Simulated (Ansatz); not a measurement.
# Ga2O3: the cost of one run

Program: Ansatz 0.2.0. Level of theory: DFT PBE, scalar-relativistic, plane waves, PAW. These are calculated values, not measurements.

2 further runs of the same task are left out: 2 set aside as unsound or not needed.

## (1) The structure to begin with

The cell holds 40 atoms (BGa15O24): a = 7.639 Å, b = 7.757 Å, c = 8.519 Å, α = 72.52°, β = 75.43°, γ = 67.19°.

The coordinates of this cell stand in the input of its own run.

The host was relaxed before at PBE: a = 12.454 Å, b = 3.083 Å, c = 5.878 Å, α = 90.00°, β = 103.70°, γ = 90.00° (conventional cell), 10.964 Å³/atom.

Places, in fractions of the supercell: B in place of Ga at (0.651, 0.666, 0.663). The start keeps the symmetry of the ideal site.

## (2) Band edges of the host over the zone

input.yaml

```yaml
crystal:
  lattice:
    - [6.2270641294, -1.5416333309, 0.0062291728]
    - [6.2270641294, 1.5416333309, 0.0062291728]
    - [-1.3979713164, 0.0, 5.7089230144]
  atoms:
    - { symbol: Ga, position: [0.3414968551, 0.3414968551, 0.685823534] }
    - { symbol: Ga, position: [0.6585031449, 0.6585031449, 0.314176466] }
    - { symbol: Ga, position: [0.9100739519, 0.9100739519, 0.2052722452] }
    - { symbol: Ga, position: [0.0899260481, 0.0899260481, 0.7947277548] }
    - { symbol: O, position: [0.5039749286, 0.5039749286, 0.7433111707] }
    - { symbol: O, position: [0.4960250714, 0.4960250714, 0.2566888293] }
    - { symbol: O, position: [0.8263039786, 0.8263039786, 0.4356635101] }
    - { symbol: O, position: [0.1736960214, 0.1736960214, 0.5643364899] }
    - { symbol: O, position: [0.1635085038, 0.1635085038, 0.1092008792] }
    - { symbol: O, position: [0.8364914962, 0.8364914962, 0.8907991208] }
basis:
  ecutwfc: 420
  xc_grid: 2
kpoints:
  mp_grid: { grid: [8, 8, 4] }
  band_path: { path: [VBM, CBM], npoints: 2 }
hamiltonian:
  xc: pbe
scf:
  occupations: { method: gaussian, width: 0.02 }
output:
  forces: true
  stress: true
  eigenvalues: true
```

On the command line:

```
ansatz run input.yaml --threads 8 --pin off --max-ram 16384MiB --backend cpu --events-out ev --progress --plain --runs-dir out
```

**Question.** How long does this run take on 8 threads of Arm Neoverse V1, shared host, and how much memory does it need?

About 15 s, with a peak of 0.78 GiB.
